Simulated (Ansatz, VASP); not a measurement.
**Si: VASP beside Ansatz**

```xyz
2
Lattice="0.0000 2.7348 2.7348 2.7348 0.0000 2.7348 2.7348 2.7348 0.0000" Properties=species:S:1:pos:R:3 pbc="T T T"
Si    1.3674    1.3674    1.3674
Si    0.0000    0.0000    0.0000
```

The cell was built by a generator and needn't be a form met in nature.

Alike in both runs: task single point; functional PBE; k mesh 8 × 8 × 8; occupations gaussian, width 0.02 eV; no spin polarisation.

|  | VASP | Ansatz |
| --- | --- | --- |
| version | VASP 6.6.1 | Ansatz 0.2.0 |
| potentials or method | VASP PAW PBE potentials, release 64 (Si) | scalar-relativistic, plane waves, PAW |
| plane-wave cutoff (eV) | 520 | 420 |
| valence electrons in the cell | 8 | 8 |

|  | VASP | Ansatz | Ansatz less VASP |
| --- | --- | --- | --- |
| gap on the k mesh at the Fermi level (eV) | 0.65 | 0.65 | -0.003 |
| least direct gap on the mesh (eV) | 2.56 | 2.55 | -0.005 |

A k mesh can miss the band edges.
